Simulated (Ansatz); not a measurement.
# CsPbCl3 (model cell, started as cubic perovskite with Pb in the octahedra): following an unstable mode

Wanted: the energy along a soft mode of CsPbCl3 (model cell, started as cubic perovskite with Pb in the octahedra) and the structure at the end.

Calculated with Ansatz 0.2.0; DFT PBE, scalar-relativistic, plane waves, PAW; PAW set soft_1.

## 1. The structure

Symmetry: Pm-3m, No. 221, cubic system. The conventional cell has a = 5.735 Å, b = 5.735 Å, c = 5.735 Å, α = 90.00°, β = 90.00°, γ = 90.00°. Cs has 12 Cl at 4.06 Å nearest. Nearest to Pb lie 6 Cl at 2.87 Å. Nearest to Cl lie 2 Pb at 2.87 Å and 4 Cs at 4.06 Å. Farther neighbours and most contacts between anions are not listed.

## 2. Phonons on a q mesh

The cell comes from relaxations at this level that are not shown. Stability and thermal properties need the whole zone. Linear response on a 2×2×2 q mesh gives force constants as far as a supercell of that size would, and the tensors from the zone-centre run are typed in so that the long-range dipole term is interpolated apart.

Input file input.yaml:

```yaml
crystal:
  lattice:
    - [5.7354216158, 0.0, 0.0]
    - [0.0, 5.7354216158, 0.0]
    - [0.0, 0.0, 5.7354216158]
  atoms:
    - { symbol: Cs, position: [0.0, 0.0, 0.0] }
    - { symbol: Pb, position: [0.5, 0.5, 0.5] }
    - { symbol: Cl, position: [0.5, 0.5, 0.0] }
    - { symbol: Cl, position: [0.5, 0.0, 0.5] }
    - { symbol: Cl, position: [0.0, 0.5, 0.5] }
kpoints:
  mp_grid: { grid: [8, 8, 8] }
hamiltonian:
  xc: pbe
  pseudopotentials: { kind: paw, azcp: { folder: soft_1 } }
scf:
  occupations: { method: fixed }
output:
  eigenvalues: true
phonons:
  method: dfpt
  qmesh: [2, 2, 2]
  temperatures: { t_max: 1000, t_step: 50 }
  qpath:
    path:
      - [[0.0, 0.0, 0.0], [0.0, 0.5, 0.0], [0.5, 0.5, 0.0], [0.0, 0.0, 0.0], [0.5, 0.5, 0.5], [0.0, 0.5, 0.0]]
      - [[0.5, 0.5, 0.5], [0.5, 0.5, 0.0]]
    npoints: 10
  non_analytic_term:
    high_frequency_dielectric_tensor: [[3.6896, 0.0, 0.0], [0.0, 3.6896, 0.0], [0.0, 0.0, 3.6896]]
    born_effective_charges:
      - { species: Cs, tensor: [[1.3071, 0.0, 0.0], [0.0, 1.3071, 0.0], [0.0, 0.0, 1.3071]] }
      - { species: Pb, tensor: [[3.8629, 0.0, 0.0], [0.0, 3.8629, 0.0], [0.0, 0.0, 3.8629]] }
      - { species: Cl, tensor: [[-0.7444, 0.0, 0.0], [0.0, -0.7444, 0.0], [0.0, 0.0, -3.6812]] }
      - { species: Cl, tensor: [[-0.7444, 0.0, 0.0], [0.0, -3.6812, 0.0], [0.0, 0.0, -0.7444]] }
      - { species: Cl, tensor: [[-3.6812, 0.0, 0.0], [0.0, -0.7444, 0.0], [0.0, 0.0, -0.7444]] }
    source: "zone-centre run at this cell"
```

Launch:

```bash
$ ansatz run input.yaml --threads 8 --pin off --max-ram 16384MiB --backend cpu --events-out ev --progress --plain --runs-dir out
```

Numbers of over 12 decimals in the logs are rounded to 6 here.

Output:

```text
Engine: ansatz 0.2.0, aarch64-unknown-linux-gnu
Pseudopotentials: kind: paw
Pseudopotential: Cs, paw, valence charge 9, recommended cutoff 420 eV (normal), soft_1/Cs.paw.azcp
Pseudopotential: Pb, paw, valence charge 14, recommended cutoff 420 eV (normal), soft_1/Pb.paw.azcp
Pseudopotential: Cl, paw, valence charge 7, recommended cutoff 420 eV (normal), soft_1/Cl.paw.azcp
Functional definition: PBE
  parameter kappa = 0.804
  parameter beta = 0.066725
  exchange = pbe_x(kappa = kappa, mu = beta*pi^2/3)
  correlation = pbe_c(beta = beta)
Crystal: 5 atoms, lattice volume = 188.667 Å³
Basis set: ecut = 420 eV, 3743 PW (Γ), exchange–correlation on 80×80×80 points (8 copies of the dense FFT grid, shifted against one another)
Bands: 27, of which v1, the nominal top of the filled ones, is band 22 counted from 1 (21 counted from 0)
Symmetry: 48 space group operations
k-points: 35 of 512
Non-local potential: Cs, projectors of the file, l = 0: 3, l = 1: 2, l = 2: 2, l = 3: 2
Non-local potential: Pb, projectors of the file, l = 0: 2, l = 1: 2, l = 2: 2, l = 3: 1
Non-local potential: Cl, projectors of the file, l = 0: 2, l = 1: 2, l = 2: 1
PAW form: soft (Blöchl's): semilocal exchange-correlation on the pseudo side does not see the compensation charge
PAW one-centre angular grid: Cs, 194 points (default); XC on 64 Gauss nodes
PAW one-centre angular grid: Pb, 590 points (default); XC on 64 Gauss nodes
PAW one-centre angular grid: Cl, 110 points (default); XC on 64 Gauss nodes
Initial density: superposition of atomic densities (chi_scale 0.1, normalization cell, long waves kept (reshape's long-wave potential 0.01 eV rms))
Initial wavefunctions: pseudopotential atomic-orbital guess
Functional: x = pbe(κ = 0.804, μ = 0.219515), c = pbe(β = 0.066725)
SCF iter   1: F=—  HF=-20826.903782 eV  |F-HF|=—  |Δ(HF+E_count)|=         —  Δρ=2.21e-2  dr2=2.04e0  ethr=3.10e-3  ⟨swp⟩=5.0  Hψ=3973  notcnv=0  defer=68
preconditioner: auto → Resta (q_TF=auto, 2.141 Å⁻¹)  ε∞=2.9  [insulator: Δε(μ)=1.959 eV  Ē_g=12.604 eV  n_scr=26 (ndim 8)  ℏωp=17.5 eV  f_vac=0.021  ε∞_Penn≈2.9]
SCF iter   2: F=—  HF=-20826.227004 eV  |F-HF|=—  |Δ(HF+E_count)|=   6.77e-1  Δρ=1.10e-2  dr2=7.02e-1  ethr=3.10e-3  ⟨swp⟩=2.6  Hψ=1402  notcnv=0  defer=72
SCF iter   3: F=—  HF=-20825.913181 eV  |F-HF|=—  |Δ(HF+E_count)|=   3.14e-1  Δρ=3.28e-3  dr2=3.68e-2  ethr=1.59e-3  ⟨swp⟩=3.8  Hψ=2367  notcnv=0  defer=95
SCF iter   4: F=—  HF=-20825.904984 eV  |F-HF|=—  |Δ(HF+E_count)|=   8.20e-3  Δρ=1.20e-3  dr2=3.98e-3  ethr=8.37e-5  ⟨swp⟩=2.8  Hψ=1730  notcnv=0  defer=99
SCF iter   5: F=—  HF=-20825.905936 eV  |F-HF|=—  |Δ(HF+E_count)|=   9.53e-4  Δρ=2.16e-4  dr2=8.35e-5  ethr=9.06e-6  ⟨swp⟩=3.1  Hψ=1894  notcnv=0  defer=101
SCF iter   6: F=—  HF=-20825.906037 eV  |F-HF|=—  |Δ(HF+E_count)|=   1.01e-4  Δρ=4.75e-5  dr2=5.50e-6  ethr=1.90e-7  ⟨swp⟩=2.0  Hψ=1672  notcnv=0  defer=102
SCF iter   7: F=—  HF=-20825.906041 eV  |F-HF|=—  |Δ(HF+E_count)|=   4.25e-6  Δρ=1.21e-5  dr2=2.50e-7  ethr=1.25e-8  ⟨swp⟩=2.0  Hψ=1648  notcnv=0  defer=95
SCF iter   8: F=—  HF=-20825.906041 eV  |F-HF|=—  |Δ(HF+E_count)|=   7.20e-7  Δρ=2.53e-6  dr2=1.92e-8  ethr=5.68e-10  ⟨swp⟩=2.0  Hψ=1708  notcnv=0  defer=83
SCF iter   9: F=—  HF=-20825.906041 eV  |F-HF|=—  |Δ(HF+E_count)|=   6.34e-9  Δρ=3.31e-7  dr2=1.90e-10  ethr=4.37e-11  ⟨swp⟩=2.0  Hψ=1680  notcnv=0  defer=83
SCF iter  10: F=-20825.906041 eV  HF=-20825.906041 eV  |F-HF|=1.09e-11  |Δ(HF+E_count)|=  5.57e-10  Δρ=5.92e-8  dr2=6.47e-12  ethr=1.00e-12  ⟨swp⟩=14.2  Hψ=7359  notcnv=0
SCF 1 converged in 10 iterations: F = -20825.906041 eV  dr2 = 6.47e-12
  greatest PAW one-centre occupation: 0.983 electrons in one spin orbital (limit 2), on the Pb atom at site 1 (counted from 0), in its partial waves of l = 2
NSCF: frozen V_eff on 35 k-points
NSCF: frozen V_eff on 125 k-points
DFPT response loops at q = (0, 0, 0) (fractional): preconditioner auto → Resta (q_TF=auto, 2.141 Å⁻¹)  ε∞=5.2 (no band partly filled); β = 1.00, the filter's whole step (`scf.mixing.beta` (0.50) is not read by the response loops at its default; to damp them type it under 1.00, their step now; it binds the ground state too); Broyden in place of MSR1
NSCF: frozen V_eff on 250 k-points
DFPT response loops at q = (0, 0, -0.5) (fractional): mixed as the last ones told, above
NSCF: frozen V_eff on 250 k-points
DFPT response loops at q = (0, -0.5, -0.5) (fractional): mixed as the last ones told, above
NSCF: frozen V_eff on 250 k-points
DFPT response loops at q = (-0.5, -0.5, -0.5) (fractional): mixed as the last ones told, above
SCF converged after 10 iterations
Free energy (F): -20825.906041 eV
Harris-Foulkes:  -20825.906041 eV  (|F-HF|=1.09e-11)
Internal energy: -20825.906041 eV  (E = F + TS)
E sigma→0 (E₀):  -20825.906041 eV
Fermi energy:    3.143471 eV
--- Per-component energies (eV) ---
  E_band       = -257.857613
  E_kinetic    = 892.072936
  E_local      = -2687.966094  (includes V_loc(G=0)·N_el)
  E_nonlocal   = 421.484626
  E_hartree    = 1011.125658
  E_xc         = -709.459765
  E_vxc        = -626.651097  (∫ρ·V_xc dr)
  E_paw        = -17427.089374  (= ΣΔE_a)
  E_vpaw       = -279.049516  (= ΣTr[D̂ρ^β])
  E_aug_tail   = 0.000319  (compensation charges beyond the density's cutoff)
  E_ewald      = -2326.074348
  E_smearing   = -0.000000  (= −TS)
  E_closure    = 0.000000  (closes the sum)
  Σ components = -20825.906041   (vs F -20825.906041, Δ=0.00e0)
--- Band table (eV; the first three rows and the last of 35) ---
  k-point 0: bands = [... 18 lower, 1.0305, 1.1073, 1.1073, 1.1073, 6.8208, 7.8958, 7.8958, 8.7736, ... 1 higher]
  k-point 1: bands = [... 18 lower, 1.0177, 1.0940, 1.0940, 1.1024, 6.9546, 7.9847, 7.9960, 8.7417, ... 1 higher]
  k-point 2: bands = [... 18 lower, 0.9848, 1.0637, 1.0637, 1.1538, 7.2311, 7.9039, 8.2592, 8.3225, ... 1 higher]
  k-point 34: bands = [... 18 lower, 1.4047, 1.4047, 1.4047, 3.1435, 5.3627, 5.3627, 5.3627, 8.5749, ... 1 higher]
--- Phonons (Γ-DFPT): 4 representative perturbations + reference (Σ response iterations 15) ---
  ASR residual: 5.794e-5 → 0.000e0 eV/Å²; symmetrization residual: 3.453e-5 eV/Å²
  ASR residual per site (eV/Å²): 5.79e-5 3.43e-5 4.58e-5 4.58e-5 4.58e-5
  Γ frequencies (cm⁻¹): -10.11 -10.11 -10.11 0.00 0.00 0.00 30.78 30.78 30.78 56.73 56.73 56.73 111.45 111.45 111.45
--- Phonons (arbitrary-q DFPT): 4 irreducible q on the 2×2×2 mesh ---
  q = [0.0000, 0.0000, 0.0000] (star 1, of the zone-centre solve; hermiticity 4.04e-5, symmetrization 1.20e-11): -10.11 -10.11 -10.11 -0.00 0.00 0.00 30.78 30.78 30.78 56.73 56.73 56.73 111.45 111.45 111.45
  q = [0.0000, 0.0000, -0.5000] (star 3, 9 solved perturbations in 975 linear systems a pass and spin channel, the states on 125 of 512 k-point pairs; hermiticity 5.17e-6, symmetrization 3.52e-8): 5.23 5.23 17.32 17.32 39.06 41.02 47.62 47.62 49.58 49.58 53.23 107.55 111.12 111.12 230.76
  q = [0.0000, -0.5000, -0.5000] (star 3, 9 solved perturbations in 975 linear systems a pass and spin channel, the states on 125 of 512 k-point pairs; hermiticity 4.47e-6, symmetrization 1.17e-7): -43.24 -5.82 -5.82 12.79 37.09 46.47 46.47 47.03 47.03 90.90 97.29 97.29 110.76 197.80 240.99
  q = [-0.5000, -0.5000, -0.5000] (star 1, 4 solved perturbations in 350 linear systems a pass and spin channel, the states on 125 of 512 k-point pairs; hermiticity 5.17e-7, symmetrization 4.10e-9): -43.75 -43.75 -43.75 11.83 11.83 11.83 84.02 84.02 84.02 91.70 91.70 91.70 197.48 197.48 247.99
  sum rule: each row above includes the acoustic sum rule's correction from the zone centre's row sums; it moved no ω² by more than (0.59 cm⁻¹)²
  mesh force constants: q→R imaginary residual 7.73e-18; ASR residual 5.794e-5 → 0.000e0 eV/Å²; symmetrization residual 2.665e-15 eV/Å²
  interpolated dispersion: 63 rows × 15 modes
  density of states and harmonic sums: on the 12×12×12 q-mesh, interpolated from the force constants of a 2×2×2 supercell (with the dipole–dipole term of supplied tensors)
  largest difference from the sums on the solved wave vectors: F 7.33e-2 eV, S 1.03e-4 and C_V 2.95e-5 eV/K
  zero-point energy: 0.062521 eV/cell   skipped modes (ω ≤ 0): 170, of them read as no rigid motion or as one in doubt: 167 (1.906e0 modes/cell left out, lowest -43.75 cm⁻¹)   left out of the sums: 1.27e-1 of the cell's modes: C_V's classical limit lies that fraction below 3 k_B per atom; for a crystal, a wire or a layer, F and S can be off by more, and a phonons.interpolated_qmesh denser along its periods is the remedy for the sampling
```

Elapsed: 3.3 min, on 8 threads of Arm Neoverse V1, shared host; peak memory 2 GiB.

In the SCF lines HF is the Harris–Foulkes energy and dr2 the Hartree energy of the density residual, in eV; the loop may stop once dr2 is under the threshold and the program's other checks hold. Hψ counts applications of the Hamiltonian.

Numbers from this step:

* gap on the k-mesh: 2.219 eV
* volume per atom: 37.73 Å³
* sum-rule residual before enforcement: 5.79e-5 eV/Å²
* lowest frequency on the path: -43.75 cm⁻¹
* point group: m-3m
* highest frequency on the path or at a solved wavevector: 248 cm⁻¹
* highest optical mode at the zone centre (no LO-TO term): 111.5 cm⁻¹
* lowest optical zone-centre mode: -10.11 cm⁻¹
* lowest mode on the q mesh (acoustic modes at Γ apart): -43.75 cm⁻¹

Frequencies (cm⁻¹) solved at each irreducible wavevector; negative means imaginary. Frequencies by wavevector, by row:

| q in reciprocal lattice units | star | mode 1 | mode 2 | mode 3 | mode 4 | mode 13 | mode 14 | mode 15 |
| --- | --- | --- | --- | --- | --- | --- | --- | --- |
| 0 0 0 | 1 | -10.1 | -10.1 | -10.1 | 0 | 111.5 | 111.5 | 111.5 |
| 0 0 -0.5 | 3 | 5.2 | 5.2 | 17.3 | 17.3 | 111.1 | 111.1 | 230.8 |
| 0 -0.5 -0.5 | 3 | -43.2 | -5.8 | -5.8 | 12.8 | 110.8 | 197.8 | 241 |
| -0.5 -0.5 -0.5 | 1 | -43.8 | -43.8 | -43.8 | 11.8 | 197.5 | 197.5 | 248 |

Interpolated from a 2×2×2 q mesh, with the LO-TO term (at Γ the limit along the path; where Γ stands inside the path, tables give the limit on arrival). Phonon branches along the path, in cm⁻¹:

| point | branch 1 | branch 2 | branch 3 | branch 4 | branch 12 | branch 13 | branch 14 | branch 15 |
| --- | --- | --- | --- | --- | --- | --- | --- | --- |
| Γ | -10 | -10 | 0 | 0 | 64 | 112 | 112 | 215 |
| halfway | -6 | -6 | 14 | 14 | 88 | 111 | 111 | 222 |
| X | 5 | 5 | 17 | 17 | 108 | 111 | 111 | 231 |
| halfway | -28 | 7 | 10 | 21 | 104 | 111 | 166 | 232 |
| M | -43 | -6 | -6 | 13 | 97 | 111 | 198 | 241 |
| halfway | -17 | 6 | 12 | 22 | 89 | 111 | 154 | 220 |
| Γ | -10 | -10 | 0 | 0 | 64 | 112 | 112 | 215 |
| halfway | -20 | -13 | -13 | 17 | 89 | 156 | 156 | 219 |
| R | -44 | -44 | -44 | 12 | 92 | 198 | 198 | 248 |
| halfway | -31 | -26 | -12 | 12 | 101 | 158 | 172 | 234 |
| X | 5 | 5 | 17 | 17 | 108 | 111 | 111 | 231 |
| jump to R | -44 | -44 | -44 | 12 | 92 | 198 | 198 | 248 |
| halfway | -44 | -29 | -29 | 13 | 96 | 164 | 198 | 242 |
| M | -43 | -6 | -6 | 13 | 97 | 111 | 198 | 241 |

Symmetry leaves 4 wavevectors to solve. The lowest mode among them, the acoustic zeros apart, lies at q = (-0.5, -0.5, -0.5) and is imaginary, 43.8i cm⁻¹, so the energy falls along it.

## 3. The mode frozen in, largest atomic shift 0 Å

The mode followed lies at q = (0, -0.5, -0.5) with frequency 43.2i cm⁻¹, one of the unstable modes though not the softest. At small amplitude the distorted cell has space group no. 127 by a symmetry search on the positions. The undistorted cell that holds it gives the zero of energy on the same k mesh.

System of this step: CsPbCl3 (model cell, started as cubic perovskite with Pb in the octahedra). Symmetry: Pm-3m, No. 221, cubic system. Conventional cell: a = 5.735 Å, b = 5.735 Å, c = 5.735 Å, α = 90.00°, β = 90.00°, γ = 90.00°. Nearest to Cs lie 12 Cl at 4.06 Å. Nearest to Pb lie 6 Cl at 2.87 Å. Cl has 2 Pb at 2.87 Å and 4 Cs at 4.06 Å nearest. Nearest to Cl lie 2 Pb at 2.87 Å and 4 Cs at 4.06 Å. Farther neighbours and most contacts between anions are not listed.

Input file input.yaml:

```yaml
crystal:
  lattice:
    - [-5.7354216158, 0.0, 0.0]
    - [0.0, -5.7354216158, -5.7354216158]
    - [0.0, -5.7354216158, 5.7354216158]
  atoms:
    - { symbol: Cs, position: [0.0, 0.5, 0.5] }
    - { symbol: Cs, position: [0.0, 0.0, 0.0] }
    - { symbol: Pb, position: [0.5, 0.0, 0.5] }
    - { symbol: Pb, position: [0.5, 0.5, 0.0] }
    - { symbol: Cl, position: [0.5, 0.25, 0.25] }
    - { symbol: Cl, position: [0.5, 0.75, 0.75] }
    - { symbol: Cl, position: [0.5, 0.25, 0.75] }
    - { symbol: Cl, position: [0.5, 0.75, 0.25] }
    - { symbol: Cl, position: [0.0, 0.0, 0.5] }
    - { symbol: Cl, position: [0.0, 0.5, 0.0] }
kpoints:
  mp_grid: { grid: [6, 4, 4] }
hamiltonian:
  xc: pbe
  pseudopotentials: { kind: paw, azcp: { folder: soft_1 } }
scf:
  occupations: { method: gaussian, width: 0.02 }
output:
  forces: true
  stress: true
  eigenvalues: true
```

Output:

```text
[...]
Crystal: 10 atoms, lattice volume = 377.334 Å³
Basis set: ecut = 420 eV, 7419 PW (Γ), exchange–correlation on 80×120×120 points (8 copies of the dense FFT grid, shifted against one another)
Bands: 54, of which v1, the nominal top of the filled ones, is band 44 counted from 1 (43 counted from 0)
Symmetry: 32 space group operations
[...]
k-points: 24 of 96
[...]
k-point 0: bands = [... 40 lower, 1.1075, 1.1075, 1.3962, 2.4489, 5.8688, 5.8688, 6.8208, 7.8959, ... 4 higher]
  k-point 1: bands = [... 40 lower, 1.0834, 1.1241, 1.3261, 1.9767, 6.3515, 6.4226, 7.0776, 8.0691, ... 4 higher]
  k-point 2: bands = [... 40 lower, 1.2071, 1.2071, 1.2713, 1.2713, 7.3500, 7.3500, 7.4517, 7.4517, ... 4 higher]
  k-point 23: bands = [... 40 lower, 1.3965, 1.3965, 2.4491, 2.4491, 5.8688, 5.8688, 5.8689, 5.8689, ... 4 higher]
[key lines of the parts left out:]
SCF converged after 8 iterations
Free energy (F): -41651.811339 eV
Fermi energy:    4.252944 eV
P = ⅓ Tr σ = -0.0006 GPa (-0.006 kbar)
```

Run time: 5.6 s. Hardware: 8 threads; peak memory 1.4 GiB.

Numbers from this step:

| Item | Value |
| --- | --- |
| pressure | -5.56e-4 GPa |
| energy from the undistorted cell | 0 meV/atom |

At this level the gap is 2.22 eV on the k-mesh of the self-consistent run, which can miss the band edges.

## 4. The mode frozen in, largest atomic shift 0.6 Å

The atoms are moved along the unstable eigenvector, the largest shift by 0.6 Å, with the cell fixed.

input.yaml, the sections that differ from step 3:

```yaml
crystal:
  lattice:
    - [-5.7354216158, 0.0, 0.0]
    - [0.0, -5.7354216158, -5.7354216158]
    - [0.0, -5.7354216158, 5.7354216158]
  atoms:
    - { symbol: Cs, position: [0.0, 0.5, 0.5] }
    - { symbol: Cs, position: [0.0, 0.0, 0.0] }
    - { symbol: Pb, position: [0.5, 0.0, 0.5] }
    - { symbol: Pb, position: [0.5, 0.5, 0.0] }
    - { symbol: Cl, position: [0.5, 0.3023065295, 0.3023065295] }
    - { symbol: Cl, position: [0.5, 0.6976934705, 0.6976934705] }
    - { symbol: Cl, position: [0.5, 0.1976934705, 0.8023065295] }
    - { symbol: Cl, position: [0.5, 0.8023065295, 0.1976934705] }
    - { symbol: Cl, position: [0.0, 0.0, 0.5] }
    - { symbol: Cl, position: [0.0, 0.5, 0.0] }
# kpoints, hamiltonian, scf, output: as in step 3
```

Output:

```text
[...]
Crystal: 10 atoms, lattice volume = 377.334 Å³
Basis set: ecut = 420 eV, 7419 PW (Γ), exchange–correlation on 80×120×120 points (8 copies of the dense FFT grid, shifted against one another)
Bands: 54, of which v1, the nominal top of the filled ones, is band 44 counted from 1 (43 counted from 0)
Symmetry: 16 space group operations
[...]
k-points: 24 of 96
[...]
k-point 0: bands = [... 40 lower, 1.1440, 1.1440, 1.2752, 2.1099, 5.7835, 5.7835, 6.9659, 7.9350, ... 4 higher]
  k-point 1: bands = [... 40 lower, 1.0763, 1.1443, 1.3107, 1.7717, 6.1359, 6.2236, 7.2191, 7.9941, ... 4 higher]
  k-point 2: bands = [... 40 lower, 1.0742, 1.0742, 1.3506, 1.3506, 6.9793, 6.9793, 7.1186, 7.1186, ... 4 higher]
  k-point 23: bands = [... 40 lower, 1.2905, 1.2905, 2.2056, 2.2056, 5.6580, 5.6580, 5.7166, 5.7166, ... 4 higher]
[key lines of the parts left out:]
SCF converged after 8 iterations
Free energy (F): -41651.888078 eV
Fermi energy:    4.036739 eV
P = ⅓ Tr σ = -0.3847 GPa (-3.847 kbar)
```

Wall time 6.4 s (8 threads); peak memory 1.4 GiB.

Numbers from this step:

* pressure: -0.3847 GPa
* gap on the k-mesh: 2.496 eV
* energy from the undistorted cell: -7.674 meV/atom

The energy, extrapolated to zero smearing, is -7.67 meV/atom against the undistorted cell.

The run ends at a pressure of -0.38 GPa, with forces up to 0.014 eV/Å.

## 5. Energy along the mode, all amplitudes (two of the runs are shown above)

An imaginary frequency means negative curvature, so the energy should fall and then rise again as anharmonic terms take over.

Numbers from this step:

```yaml
depth_at_the_lowest_point_sampled: 7.674 meV/atom
largest_atomic_shift_at_that_point: 0.6 Å
```

Table of energy from the parent by largest atomic shift:

| largest atomic shift (Å) | energy from the parent (meV/atom) |
| --- | --- |
| 0.000 | 0 |
| 0.040 | -0.078 |
| 0.080 | -0.309 |
| 0.140 | -0.925 |
| 0.220 | -2.17 |
| 0.320 | -4.16 |
| 0.450 | -6.67 |
| 0.600 | -7.67 |

Displacement at unit largest shift by atom:

| atom | x (Å) | y (Å) | z (Å) | size |
| --- | --- | --- | --- | --- |
| Cs1 | 0.00 | 0.00 | 0.00 | 0.00 |
| Cs2 | 0.00 | 0.00 | 0.00 | 0.00 |
| Pb3 | 0.00 | 0.00 | 0.00 | 0.00 |
| Pb4 | 0.00 | 0.00 | 0.00 | 0.00 |
| Cl5 | 0.00 | -1.00 | 0.00 | 1.00 |
| Cl6 | 0.00 | 1.00 | 0.00 | 1.00 |
| Cl7 | 0.00 | 0.00 | 1.00 | 1.00 |
| Cl8 | 0.00 | 0.00 | -1.00 | 1.00 |
| Cl9 | 0.00 | 0.00 | 0.00 | 0.00 |
| Cl10 | 0.00 | 0.00 | 0.00 | 0.00 |

The lowest of the steps tried is the last one, at 0.6 Å, 7.67 meV/atom below the parent; the bottom of the well need not coincide with a step.

(Part 1 of 3 ends here.)

[Logs are printed without paths, hosts, clocks, repeated set-up lines and the standing remarks that a program may print on its own settings, such as how far it seeks lower states.]

[Hosts, paths, dates, database ids (printed as entryN), source tags and the programs' standing remarks are cut or masked in the printed files.]
